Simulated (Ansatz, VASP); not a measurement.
## One calculation of HfN, two programs

The input INCAR:

```
SYSTEM = HfN
  ALGO = Normal
  EDIFF = 1E-7
  ENCUT = 520
  GGA = PE
  ISIF = 2
  ISMEAR = 0
  LASPH = .TRUE.
  LCHARG = .TRUE.
  LELF = .TRUE.
  LREAL = .FALSE.
  LVHAR = .TRUE.
  LWAVE = .FALSE.
  NBANDS = 14
  NELM = 100
  PREC = Accurate
  SIGMA = 0.15
```

KPOINTS

```
k-points
0
G
  18 18 18
  0 0 0
```

POSCAR

```
HfN
1.0
    0.0000000000      2.3154750000      2.1460500000
    2.3154750000      0.0000000000      2.1460500000
    2.3154750000      2.3154750000      0.0000000000
Hf N
1 1
Direct
    0.0000000000      0.0000000000      0.0000000000
    0.5000000000      0.5000000000      0.5000000000
```

Input for Ansatz:

```yaml
crystal:
  lattice:
    - [0.0, 2.315475, 2.14605]
    - [2.315475, 0.0, 2.14605]
    - [2.315475, 2.315475, 0.0]
  atoms:
    - { symbol: Hf, position: [0.0, 0.0, 0.0] }
    - { symbol: "N", position: [0.5, 0.5, 0.5] }
basis:
  ecutwfc: 420
kpoints:
  mp_grid: { grid: [18, 18, 18] }
hamiltonian:
  xc: pbe
scf:
  occupations: { method: gaussian, width: 0.15 }
output:
  forces: true
  stress: true
  eigenvalues: true
  write_density: true
  write_potential: true
  elf: true
  volumetric_format: npy
```

Change from the starting cell: strain +0.025 along x and y, -0.050 along z, atoms carried along.

Alike in both runs: task single point; functional PBE; k mesh 18 × 18 × 18; occupations gaussian, width 0.15 eV; no spin polarisation.

|  | VASP | Ansatz |
| --- | --- | --- |
| version | VASP 6.6.1 | Ansatz 0.2.0 |
| potentials or method | VASP PAW PBE potentials, release 64 (Hf_pv, N) | scalar-relativistic, plane waves, PAW |
| plane-wave cutoff (eV) | 520 | 420 |
| valence electrons in the cell | 15 | 31 |

```csv
,VASP,Ansatz,Ansatz less VASP
gap on the k mesh at the Fermi level (eV),none,none,-
pressure (GPa),7.5,9.8,+2.31
largest component of the traceless stress (GPa),29.55,29.71,+0.158
```

A gap of «none» marks a metal or a gap that the smearing closes. The functional is the same, so the differences come from potentials, cutoffs and numerics. The two sets of potentials don't hold the same shells in valence.

Spin-orbit coupling is left out, which matters for the levels of Hf.
